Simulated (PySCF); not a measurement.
Atoms are numbered as in `[CH3:1][C:2](=[O:3])[N:4]([CH3:5])[CH3:6]`. Hydrogens are named by the atom that carries them.

GIAO shifts from PySCF on PBE0-D3(BJ)/def2-TZVP geometries (one conformer, non-relativistic, equivalent nuclei averaged), against TMS at the same level and in the same medium; PCM means IEF-PCM chloroform.

Measured (solution, CDCl3, 298 K; Fulmer et al., Organometallics 2010, 29, 2176): C1 21.5, C2 171.1, H(C1) 2.09 ppm.

Which unscaled values do B97-2/pcSseg-2, gas; WP04/pcSseg-2, PCM; wB97X-D/pcSseg-2, PCM give, and how close are they?

## Answers


```tsv
atoms	measured	B97-2/pcSseg-2, gas	WP04/pcSseg-2, PCM	wB97X-D/pcSseg-2, PCM
C1	21.5	23.6	26.2	25.8
C2	171.1	172.7	181.5	182.6
H(C1)	2.09	2.00	2.08	2.11
```

Mean absolute error for 13C: B97-2/pcSseg-2, gas 1.8, WP04/pcSseg-2, PCM 7.6, wB97X-D/pcSseg-2, PCM 7.9 ppm.

Mean absolute error for 1H: B97-2/pcSseg-2, gas 0.09, WP04/pcSseg-2, PCM 0.01, wB97X-D/pcSseg-2, PCM 0.02 ppm.

The two substituents on the amide-type nitrogen aren't averaged: C–N rotation is slow on the NMR time scale.
